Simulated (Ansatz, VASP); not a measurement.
## Two plane-wave programs on TiO2

```
Ti O
1.0
     2.70603   -2.70666    0.00000
     2.70603    2.70666    0.00000
    -2.63353    0.00000    4.79664
Ti O
2 4
Cartesian
  2.0477 1.9807 1.1992
  0.7309 -1.9807 3.5975
  -0.6205 -0.6563 3.2001
  3.3990 0.6563 1.5966
  2.0823 -0.6563 3.9949
  0.6963 0.6563 0.8018
```

The cell is a database's computed one.

Alike in both runs: task single point; functional PBEsol; k mesh 4 × 4 × 3; no spin polarisation.

|  | VASP | Ansatz |
| --- | --- | --- |
| version | VASP 6.6.1 | Ansatz 0.2.0 |
| potentials or method | VASP PAW PBE potentials, release 64 (Ti_sv, O) | plane waves, PAW |
| plane-wave cutoff (eV) | 520 | 470 |
| occupations | gaussian, width 0.01 eV | fixed |
| valence electrons in the cell | 48 | 48 |

```csv
,VASP,Ansatz,Ansatz less VASP
rms of the force components (eV/Å),0.100,0.109,+0.0088
```

Atom by atom the forces differ by 0.011 eV/Å (rms over components).

Caveats: the k mesh is coarse (spacing up to 0.44 Å⁻¹), so the values aren't converged; the PAW data sets were made with another functional, which shifts forces and pressure a little (VASP); an odd mesh through Γ misses points on the zone boundary, where band edges often lie. PBEsol gaps usually lie below the measured ones, often by a third to a half.
